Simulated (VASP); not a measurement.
# Ga2O3 (R-3c) in VASP: a series of runs, part 2 of 3

VASP 6.6.1.

### Step 3. Relaxation of cell and atoms, PBE

Input file INCAR:

```
PREC = Accurate ; ENCUT = 600
EDIFF = 1E-7 ; ISMEAR = -1
SIGMA = 0.05 ; LREAL = F
LASPH = T ; NELM = 80
ALGO = Normal ; ISIF = 3
LWAVE = F ; LCHARG = F
GGA = PE ; IBRION = 2
NSW = 40 ; EDIFFG = -0.02
```

Input file KPOINTS:

```
regular mesh
0
Gamma
  4 4 4
```

Input file POSCAR:

```
Ga2O3
1.0
    2.8769363900      0.0000000000      4.4776666700
   -1.4384682000      2.4915000000      4.4776666700
   -1.4384682000     -2.4915000000      4.4776666700
Ga O
4 6
Direct
    0.3554000000      0.3554000000      0.3554000000
    0.1446000000      0.1446000000      0.1446000000
    0.6446000000      0.6446000000      0.6446000000
    0.8554000000      0.8554000000      0.8554000000
    0.5549000000     -0.0549000000      0.2500000000
   -0.0549000000      0.2500000000      0.5549000000
    0.2500000000      0.5549000000     -0.0549000000
    0.4451000000      1.0549000000      0.7500000000
    1.0549000000      0.7500000000      0.4451000000
    0.7500000000      0.4451000000      1.0549000000
```

Potentials or basis: VASP PAW PBE potentials, release 64 (Ga_d, O).

Launch:

```sh
> cat potpaw_PBE.64/Ga_d/POTCAR potpaw_PBE.64/O/POTCAR > POTCAR
> mpirun -np 1 vasp_std > vasp.out
```

OUTCAR:

```text
PREC = Accurate
   ENCUT = 600
   EDIFF = 1E-7
   ISMEAR = -1
   LREAL = F
   LASPH = T
   NELM = 80
   ISIF = 3
   GGA = PE
   IBRION = 2
   NSW = 40
   EDIFFG = -0.02

 ion  position               nearest neighbor table
   1  0.355  0.355  0.355-   8 1.92  10 1.92   9 1.92   6 2.08   7 2.08   5 2.08   2 2.83
   2  0.145  0.145  0.145-   9 1.92  10 1.92   8 1.92   5 2.08   7 2.08   6 2.08   1 2.83
   3  0.645  0.645  0.645-   5 1.92   7 1.92   6 1.92   9 2.08  10 2.08   8 2.08   4 2.83
   4  0.855  0.855  0.855-   6 1.92   7 1.92   5 1.92   8 2.08  10 2.08   9 2.08   3 2.83
   5  0.555  0.945  0.250-   3 1.92   4 1.92   2 2.08   1 2.08
   6  0.945  0.250  0.555-   4 1.92   3 1.92   1 2.08   2 2.08
   7  0.250  0.555  0.945-   3 1.92   4 1.92   1 2.08   2 2.08
   8  0.445  0.055  0.750-   1 1.92   2 1.92   4 2.08   3 2.08
   9  0.055  0.750  0.445-   2 1.92   1 1.92   3 2.08   4 2.08
  10  0.750  0.445  0.055-   1 1.92   2 1.92   3 2.08   4 2.08

  LATTYP: Found a trigonal (rhomboedric) cell.
 ALAT       =     5.3222421798
 COS(alpha) =     0.5617090395

  Lattice vectors:

 A1 = (   2.8769363900,   0.0000000000,   4.4776666700)
 A2 = (  -1.4384682000,   2.4915000000,   4.4776666700)
 A3 = (  -1.4384682000,  -2.4915000000,   4.4776666700)

Analysis of symmetry for initial positions (statically):
=====================================================================
 Subroutine PRICEL returns:
 Original cell was already a primitive cell.

 Routine SETGRP: Setting up the symmetry group for a
 trigonal (rhombohedral) supercell.

 Subroutine GETGRP returns: Found 12 space group operations
 (whereof  6 operations were pure point group operations)
 out of a pool of 12 trial point group operations.

The static configuration has the point symmetry S_6 .
 The point group associated with its full space group is D_3d.

Analysis of symmetry for dynamics (positions and initial velocities):
=====================================================================
 Subroutine PRICEL returns:
 Original cell was already a primitive cell.

 Routine SETGRP: Setting up the symmetry group for a
 trigonal (rhombohedral) supercell.

 Subroutine GETGRP returns: Found 12 space group operations
 (whereof  6 operations were pure point group operations)
 out of a pool of 12 trial point group operations.

The dynamic configuration has the point symmetry S_6 .
 The point group associated with its full space group is D_3d.

 Subroutine INISYM returns: Found 12 space group operations
 (whereof  6 operations are pure point group operations),
 and found     1 'primitive' translations

----------------------------------------------------------------------------------------

                                     Primitive cell

  volume of cell :      96.2862

  direct lattice vectors                    reciprocal lattice vectors
     2.876936390  0.000000000  4.477666670     0.231727983  0.000000000  0.074443535
    -1.438468200  2.491500000  4.477666670    -0.115863991  0.200682320  0.074443534
    -1.438468200 -2.491500000  4.477666670    -0.115863991 -0.200682320  0.074443534

  length of vectors
     5.322242178  5.322242180  5.322242180     0.243392066  0.243392066  0.243392066

  position of ions in fractional coordinates (direct lattice)
     0.355400000  0.355400000  0.355400000
     0.144600000  0.144600000  0.144600000
     0.644600000  0.644600000  0.644600000
     0.855400000  0.855400000  0.855400000
     0.554900000  0.945100000  0.250000000
     0.945100000  0.250000000  0.554900000
     0.250000000  0.554900000  0.945100000
[... 40 lines left out ...]

 Found     13 irreducible k-points:

 Following reciprocal coordinates:
            Coordinates               Weight
  0.000000  0.000000  0.000000      1.000000
  0.250000  0.000000  0.000000      6.000000
  0.500000  0.000000  0.000000      3.000000
  0.250000  0.250000 -0.000000      6.000000
  0.500000  0.250000 -0.000000     12.000000
 -0.250000  0.250000 -0.000000      6.000000
  0.500000  0.500000 -0.000000      3.000000
  0.250000  0.250000  0.250000      2.000000
  0.500000  0.250000  0.250000      6.000000
 -0.250000  0.250000  0.250000      6.000000
  0.500000  0.500000  0.250000      6.000000
 -0.250000  0.500000  0.250000      6.000000
  0.500000  0.500000  0.500000      1.000000
   k-points           NKPTS =     13   k-points in BZ     NKDIM =     13   number of bands    NBANDS=     52
   number of dos      NEDOS =    301   number of ions     NIONS =     10
   total plane-waves  NPLWV = 110592
   dimension x,y,z NGX =    48 NGY =   48 NGZ =   48
   dimension x,y,z NGXF=    96 NGYF=   96 NGZF=   96
   ions per type =               4   6
   NGX,Y,Z   is equivalent  to a cutoff of  14.99, 14.99, 14.99 a.u.
   NGXF,Y,Z  is equivalent  to a cutoff of  29.99, 29.99, 29.99 a.u.
 SYSTEM =  unknown system
   PREC   = accura    normal or accurate (medium, high low for compatibility)
   ISTART =      0    job   : 0-new  1-cont  2-samecut
   ICHARG =      2    charge: 1-file 2-atom 10-const
   ISPIN  =      1    spin polarized calculation?
   LNONCOLLINEAR =      F non collinear calculations
   LSORBIT =      F    spin-orbit coupling
   LASPH  =      T    aspherical Exc in radial PAW
   ENCUT  =  600.0 eV  44.10 Ry    6.64 a.u.  10.63 10.63 10.63*2*pi/ulx,y,z
   NELM   =     80;   NELMIN=  2; NELMDL= -5     # of ELM steps
   EDIFF  = 0.1E-06   stopping-criterion for ELM
   LREAL  =      F    real-space projection
   EDIFFG = -.2E-01   stopping-criterion for IOM
   NSW    =     40    number of steps for IOM
   IBRION =      2    ionic relax: 0-MD 1-quasi-New 2-CG
   NFREE  =      1    steps in history (QN), initial steepest desc. (CG)
   ISIF   =      3    stress and relaxation
   ISYM   =      2    0-nonsym 1-usesym 2-fastsym
   POTIM  = 0.5000    time-step for ionic-motion
   TEBEG  =    0.0;   TEEND  =   0.0 temperature during run
   PSTRESS=    0.0 pullay stress
   NELECT =      88.0000    total number of electrons
   NUPDOWN=      -1.0000    fix difference up-down
   EMIN   =  10.00;   EMAX   =-10.00  energy-range for DOS
   EFERMI =   0.00;   METHOD = LEGACY
   ISMEAR =    -1;   SIGMA  =   0.05  broadening in eV -4-tet -1-fermi 0-gaus
   EFERMI_NEDOS =   21; number of points for ismear=-14 and -15
   IALGO  =     38    algorithm
   IMIX   =      4    mixing-type and parameters
     AMIX     =   0.40;   BMIX     =  1.00
     AMIX_MAG =   1.60;   BMIX_MAG =  1.00
  volume/ion in A,a.u.               =       9.63        64.98
  Fermi-wavevector in a.u.,A,eV,Ry     =   1.588721  3.002248 34.341578  2.524035
  Thomas-Fermi vector in A             =   2.687681
   LORBIT       =      0    0 simple, 1 ext, 2 COOP (PROOUT), +10 PAW based schemes
   GGA     = PE    functional components
   LHFCALC =     F    Hartree Fock is set to
   AEXX    =    0.0000 exact exchange contribution
   IVDW    =     0    specifies the selected vdW correction
   LEPSILON=     F    determine dielectric tensor
   LRPA    =     F    only Hartree local field effects (RPA)
 conjugate gradient relaxation of ions
 non-spin polarized calculation
  energy-cutoff  :      600.00
  volume of cell :       96.29
 maximum number of plane-waves:      3233
 NGX is ok and might be reduce to    48
   NGX = 21   NGY = 21   NGZ = 21

--------------------------------------- Ionic step        1  -------------------------------------------

 number of electron      88.0000004 magnetization

 Free energy of the ion-electron system (eV)
  ---------------------------------------------------
  ext. energy  EPLUGINS =         0.00000000
  ---------------------------------------------------
  free energy    TOTEN  =       -59.24630898 eV

  energy without entropy =      -59.24630898  energy(sigma->0) =      -59.24630898

------------------------ aborting loop because EDIFF is reached ----------------------------------------

  FORCE on cell =-STRESS in cart. coord.  units (eV):
  Direction    XX          YY          ZZ          XY          YZ          ZX
  --------------------------------------------------------------------------------------
  -------------------------------------------------------------------------------------
  Total        6.5195343      6.5195342      5.7721930      0.0000000      0.0000000     -0.0000000
  in kB      108.4833249    108.4833247     96.0477639      0.0000000      0.0000000     -0.0000001
  external PRESSURE =     104.3381378 kB  Pullay stress =       0.0000000 kB
[... 207 lines left out ...]
--------------------------------------- Ionic step        6  -------------------------------------------

 number of electron      88.0000001 magnetization

 Free energy of the ion-electron system (eV)
  ---------------------------------------------------
  ext. energy  EPLUGINS =         0.00000000
  ---------------------------------------------------
  free energy    TOTEN  =       -59.39587836 eV

  energy without entropy =      -59.39587836  energy(sigma->0) =      -59.39587836

 E-fermi :   5.1647     XC(G=0): -11.9450

 val. band max:        4.0324714539   @ k =   0.2500   0.0000   0.0000
 cond. band min:       6.4365421613   @ k =   0.0000   0.0000   0.0000
 fundamental gap:      2.4040707074
 Fermi energy:         5.1646735891

 k-point     1 :       0.0000    0.0000    0.0000
  band No.  band energies     occupation
      1     -14.5886      2.00000
      2     -12.7398      2.00000
      3     -12.7398      2.00000
      4     -12.7190      2.00000
      5     -12.6969      2.00000
      6     -12.6969      2.00000
[... 741 lines left out ...]
  FREE ENERGIE OF THE ION-ELECTRON SYSTEM (eV)
  ---------------------------------------------------
  free  energy   TOTEN  =       -59.3958783575 eV

  energy  without entropy=      -59.3958783574  energy(sigma->0) =      -59.39587836

 reached required accuracy - stopping structural energy minimisation
```

Wall time 12 min (1 thread of Intel Xeon Platinum 8259CL at 2.50GHz (Skylake/Cascade Lake), shared host); peak memory 0.36 GiB.

Results:

```yaml
Free_energy: -59.3959 eV
Relaxed_volume: 10.09 Å³/atom
Relaxed_cell: a = 5.406 Å, b = 5.406 Å, c = 5.406 Å, α = 55.82°, β = 55.82°, γ = 55.82°
Space_group_after_relaxing_to_0.05_Å: R-3c (No. 167)
Energy_gained_by_relaxing: 15.0 meV/atom
Ionic_steps: 6
Pressure_after_relaxing: 0.1 GPa
Largest_force_after_relaxing: 0.019 eV/Å
Band_gap_on_the_k_mesh: 2.40 eV, indirect (least direct gap 2.59 eV)
```

Forces in eV/Å, atoms in the order of the input:
```
Ga   0.000  0.000  0.019
Ga   0.000  0.000 -0.019
Ga   0.000  0.000 -0.019
Ga   0.000  0.000  0.019
O    0.002 -0.001  0.000
O   -0.002 -0.001  0.000
O    0.000  0.002  0.000
O   -0.002  0.001  0.000
O    0.002  0.001  0.000
O    0.000 -0.002  0.000
```

Stress tensor (GPa, compression positive):
```
 0.22  0.00  0.00
 0.00  0.22  0.00
 0.00  0.00 -0.05
```

Step by step:
```
step  energy change (eV)  largest force (eV/Å)  pressure (GPa)  volume (Å³)
   1              0.0000                0.1336           10.43        96.29
   2             -0.0414                0.0496           -7.58       105.29
   3             -0.1478                0.0761           -0.11       101.00
   4             -0.1477                0.0771            0.09       100.90
   5             -0.1493                0.0317            0.11       100.90
   6             -0.1496                0.0191            0.13       100.90
```

Final structure:
```xyz
10
Lattice="2.9219 0.0000 4.5488 -1.4610 2.5304 4.5488 -1.4610 -2.5304 4.5488" Properties=species:S:1:pos:R:3 pbc="T T T"
Ga    0.0000    0.0000    4.8547
Ga    0.0000    0.0000    1.9685
Ga    0.0000    0.0000    8.7917
Ga    0.0000    0.0000   11.6778
O    -0.1324    1.7634    7.9604
O     1.5933   -0.7671    7.9604
O    -1.4610   -0.9963    7.9604
O     0.1324   -1.7634    5.6860
O    -1.5933    0.7671    5.6860
O     1.4610    0.9963    5.6860
```

### Step 4. Relaxation of cell and atoms, PBEsol

INCAR: that of step 3 with these lines changed.

```diff
@@ -6,3 +6,3 @@
 LWAVE = F ; LCHARG = F
-GGA = PE ; IBRION = 2
+GGA = PS ; IBRION = 2
 NSW = 40 ; EDIFFG = -0.02
```

KPOINTS is that of step 3.

POSCAR is that of step 3.

Launch:

```sh
> cat potpaw_PBE.64/Ga_d/POTCAR potpaw_PBE.64/O/POTCAR > POTCAR
> mpirun -np 1 vasp_std > vasp.out
```

Run time: 11 min. Hardware: 1 thread of Intel Xeon Platinum 8259CL at 2.50GHz (Skylake/Cascade Lake), shared host; peak memory 0.36 GiB.

Results (log left out):

| Property | Result |
| --- | --- |
| Free energy | -63.8195 eV |
| Relaxed volume | 9.72 Å³/atom |
| Relaxed cell | a = 5.336 Å, b = 5.336 Å, c = 5.336 Å, α = 55.91°, β = 55.91°, γ = 55.91° |
| Space group after relaxing (to 0.05 Å) | R-3c (No. 167) |
| Energy gained by relaxing | 1.2 meV/atom |
| Ionic steps | 7 |
| Pressure after relaxing | 0.0 GPa |
| Largest force after relaxing | 0.015 eV/Å |
| Band gap on the k mesh | 2.73 eV, indirect (least direct gap 2.94 eV) |

Forces on the atoms (eV/Å):
```
Ga   0.000  0.000  0.015
Ga   0.000  0.000 -0.015
Ga   0.000  0.000 -0.015
Ga   0.000  0.000  0.015
O    0.003 -0.002  0.000
O   -0.003 -0.002  0.000
O    0.000  0.003  0.000
O   -0.003  0.002  0.000
O    0.003  0.002  0.000
O    0.000 -0.003  0.000
```

Stress tensor (GPa, compression positive):
```
 0.08  0.00  0.00
 0.00  0.08  0.00
 0.00  0.00 -0.06
```

The path:
```
step  energy change (eV)  largest force (eV/Å)  pressure (GPa)  volume (Å³)
   1              0.0000                0.1593            2.25        96.29
   2             -0.0053                0.0500           -2.04        98.18
   3             -0.0101                0.0816           -0.35        97.40
   4             -0.0117                0.0382           -0.10        97.28
   5             -0.0118                0.0382            0.03        97.24
   6             -0.0118                0.0384           -0.01        97.24
   7             -0.0121                0.0153            0.03        97.23
```

Final structure:
```
CELL_PARAMETERS angstrom
2.88806 0.00000 4.48659
-1.44403 2.50113 4.48659
-1.44403 -2.50113 4.48659
ATOMIC_POSITIONS crystal
Ga 0.35576 0.35576 0.35576
Ga 0.14424 0.14424 0.14424
Ga 0.64424 0.64424 0.64424
Ga 0.85576 0.85576 0.85576
O 0.55285 0.94715 0.25000
O 0.94715 0.25000 0.55285
O 0.25000 0.55285 0.94715
O 0.44715 0.05285 0.75000
O 0.05285 0.75000 0.44715
O 0.75000 0.44715 0.05285
```

Levels at points of the mesh, in eV from the valence-band top:
| k point | band 40 | band 41 | band 42 | band 43 | band 44 | band 45 | band 46 | band 47 | band 48 | band 49 |
| --- | --- | --- | --- | --- | --- | --- | --- | --- | --- | --- |
| (0.00, 0.00, 0.00) | -0.30 | -0.28 | -0.28 | -0.22 | -0.22 | 2.73 | 6.60 | 6.70 | 8.80 | 10.04 |
| (0.50, 0.00, 0.00) | -1.17 | -0.95 | -0.95 | -0.11 | -0.11 | 6.33 | 6.33 | 6.64 | 6.64 | 9.76 |
| (0.50, 0.50, 0.00) | -1.00 | -0.83 | -0.66 | -0.21 | -0.11 | 6.47 | 6.68 | 7.49 | 7.64 | 8.62 |
| (0.50, 0.50, 0.50) | -1.46 | -0.26 | -0.26 | -0.26 | -0.26 | 5.79 | 5.79 | 7.76 | 7.76 | 9.33 |

Caveat: the PAW data sets were made with another functional, which shifts forces and pressure a little.

(Part 2 of 3 ends here.)
